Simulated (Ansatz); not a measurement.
Ti: pressure and largest V_zz as volume scale varies

All results are calculated (Ansatz 0.2.0). Periodic Kohn-Sham DFT of a crystal at fixed atoms, scaled to volume_scale times the given cell; pressure positive in compression, energy less spherical unpolarised free atoms, largest_vzz the field gradient of largest size among the nuclei.

The cell before it is scaled or strained (space group P6_3/mmc, No. 194):
```
cell vectors (Å)
   2.9500     0.0000     0.0000
  -1.4750     2.5548     0.0000
   0.0000     0.0000     4.6860
atoms (fractions of the cell vectors)
Ti  0.33333  0.66667  0.25000
Ti  0.66667  0.33333  0.75000
```

Settings of every row: method frozen-core PAW; functional PBEsol; relativity scalar; k mesh 14x14x8; filling fermi-dirac; smearing width 0.05 eV; wave cutoff 420 eV; paw set soft_2.

Atom start moment: 0 on all atoms.

Limits: PAW files made with PBE; no gap: field gradients move with the k mesh.

```csv
row,volume scale,V (Å³/atom),pressure (GPa),largest V_zz (1e21 V/m^2)
1,0.94,16.599,0.942,2.134
2,0.96,16.952,-1.551,2.033
3,0.98,17.305,-3.816,1.935
4,0.99,17.482,?,?
5,1,17.658,-5.874,1.846
6,1.01,17.835,-6.83,1.801
7,1.02,18.012,-7.741,1.759
8,1.04,18.365,-9.435,1.682
9,1.06,18.718,-10.97,1.604
```

Question: what pressure and largest V_zz should row 4 give?

Worked fit of pressure. Take u = (V_r/V)^(2/3) − 1 with V_r = 17.747 Å³ an atom, which is twice the finite (Eulerian) strain; such expansions in the strain, on which the Birch-Murnaghan equation of state is built, carry the rest volume and the bulk modulus. The shown rows have u = 0.04559, 0.03103, 0.01696, 0.00336, -0.00329, -0.00983, -0.02256, -0.03489. Least squares give pressure = −6.3599 + 144.048 × u + 346.85 × u² + 149 × u³ GPa; a parabola predicts inner rows, each left out in turn, worse (root mean square 0.0028 against 0.0016 GPa). The rows lie off it by 0.000, 0.001, 0.000, -0.002, 0.000, 0.002, 0.000, 0.000. The pressure vanishes at u = 0.0402, or V = 16.73 Å³ an atom, and there the bulk modulus at fixed shape and fractions is B = −V dP/dV = (2/3)(1 + u) dP/du = 120 GPa. Letting shape and atoms relax would as a rule lower it, by much in layered, chain or molecular crystals. The withheld row has u = 0.01008, so the fit gives −6.3599 + 144.048 × (0.01008) + 346.85 × (0.01008)² + 149 × (0.01008)³ = -4.873 GPa.

The calculation gave -4.87 GPa. The fit lies 0.003 GPa (0.025 % of the column's range) below it; its largest miss of a shown row is 0.002 GPa.

Worked fit of largest V_zz. Take t = volume scale − 1. The shown rows have t = -0.06, -0.04, -0.02, 0, 0.01, 0.02, 0.04, 0.06. Least squares give largest V_zz = 1.8452 − 4.408 × t + 6.76 × t² 1e21 V/m^2; a straight line predicts inner rows, each left out in turn, worse (root mean square 0.0084 against 0.0016 1e21 V/m^2). The rows lie off it by 0.000, 0.001, -0.001, 0.001, -0.001, -0.001, 0.002, -0.001. The withheld row has t = -0.01, so the fit gives 1.8452 − 4.408 × (-0.01) + 6.76 × (-0.01)² = 1.890 1e21 V/m^2.

The calculation gave 1.889 1e21 V/m^2. The fit lies 0.001 1e21 V/m^2 (0.19 % of the column's range) above it, one unit of the last digit.
